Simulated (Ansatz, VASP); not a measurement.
One calculation of Nb, two programs

INCAR

```
PREC = Accurate
ENCUT = 600
EDIFF = 1E-6
ISMEAR = 0
SIGMA = 0.1
LREAL = F
LASPH = T
NELM = 100
ALGO = Fast
ISIF = 3
LWAVE = F
LCHARG = F
GGA = PE
IBRION = 2
NSW = 100
EDIFFG = -0.01
```

File KPOINTS:

```
regular mesh
0
Gamma
  12 12 12
```

POSCAR

```
Nb
1.0
    3.9836615855      0.0000000000      0.0000000000
    0.0000000000      3.9836615855      0.0000000000
    0.0000000000      0.0000000000      3.9836615855
Nb
3
Direct
    0.5000000000      0.0000000000      0.0000000000
    0.0000000000      0.5000000000      0.0000000000
    0.0000000000      0.0000000000      0.5000000000
```

Input for Ansatz:

```yaml
crystal:
  lattice:
    - [3.9836615855, 0.0, 0.0]
    - [0.0, 3.9836615855, 0.0]
    - [0.0, 0.0, 3.9836615855]
  atoms:
    - { symbol: Nb, position: [0.5, 0.0, 0.0] }
    - { symbol: Nb, position: [0.0, 0.5, 0.0] }
    - { symbol: Nb, position: [0.0, 0.0, 0.5] }
basis:
  ecutwfc: 420
kpoints:
  mp_grid: { grid: [12, 12, 12] }
hamiltonian:
  xc: pbe
scf:
  occupations: { method: gaussian, width: 0.1 }
output:
  forces: true
  stress: true
  eigenvalues: true
relax:
  adjacent_minimum: "off"
  f_tol: 0.01
  max_steps: 80
  cell: { stress_tol: 0.05 }
```

Alike in both runs: task relaxation of cell and atoms; functional PBE; k mesh 12 × 12 × 12; occupations gaussian, width 0.1 eV; no spin polarisation.

```csv
,VASP,Ansatz
version,VASP 6.6.1,Ansatz 0.2.0
potentials or method,"VASP PAW PBE potentials, release 64 (Nb_sv)","scalar-relativistic, plane waves, PAW"
plane-wave cutoff (eV),600,420
valence electrons in the cell,39,39
```

Ansatz gave:

| Quantity | Value |
| --- | --- |
| gap on the k mesh at the Fermi level, each at its own relaxed structure (eV) | none |
| relaxed volume (Å³/atom) | 21.10 |
| relaxed cell length with the largest relative difference (Å) | 3.985 |

What did VASP give for the same quantities?

gap on the k mesh at the Fermi level, each at its own relaxed structure (eV): none; relaxed volume (Å³/atom): 21.07; relaxed cell length with the largest relative difference (Å): 3.984.

A gap of «none» marks a metal or a gap that the smearing closes.

Caveats: the relaxation stopped at its first step, so nothing moved.
